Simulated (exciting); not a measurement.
A run of exciting (release sodium):

input.xml

```xml
<input>
  <title>Sr</title>
  <structure speciespath="./" tshift="false">
    <crystal scale="1">
      <basevect>-4.601483113464 4.601483113464 4.601483113464</basevect>
      <basevect>4.601483113464 -4.601483113464 4.601483113464</basevect>
      <basevect>4.601483113464 4.601483113464 -4.601483113464</basevect>
    </crystal>
    <species speciesfile="Sr.xml" rmt="2.3">
      <atom coord="0.000000000000 0.000000000000 0.000000000000"/>
    </species>
  </structure>
  <groundstate do="fromscratch" ngridk="8 8 8" rgkmax="9" gmaxvr="14" lmaxapw="10" lmaxmat="10" lmaxvr="8" xctype="GGA_PBE_SOL" stype="Fermi Dirac" swidth="0.00183747" nempty="8" ValenceRelativity="iora*" epsengy="1e-05" epspot="1e-05" maxscl="60" tforce="true" outputlevel="normal"/>
</input>
```

Potentials or basis: all-electron LAPW+lo, shipped species files, valence relativity iora*.

The run is started by

```sh
$ OMP_NUM_THREADS=1 exciting_smp
```

Hardware: 1 thread of Intel(R) Xeon(R) 6975P-C (Granite Rapids) (shared host).

Problem. How long does it take, and how much memory?

Solution. Wall time 28 s on 1 thread of Intel(R) Xeon(R) 6975P-C (Granite Rapids) (shared host), peak memory 0.12 GiB. Counts: scf iterations 11, plane waves 420.
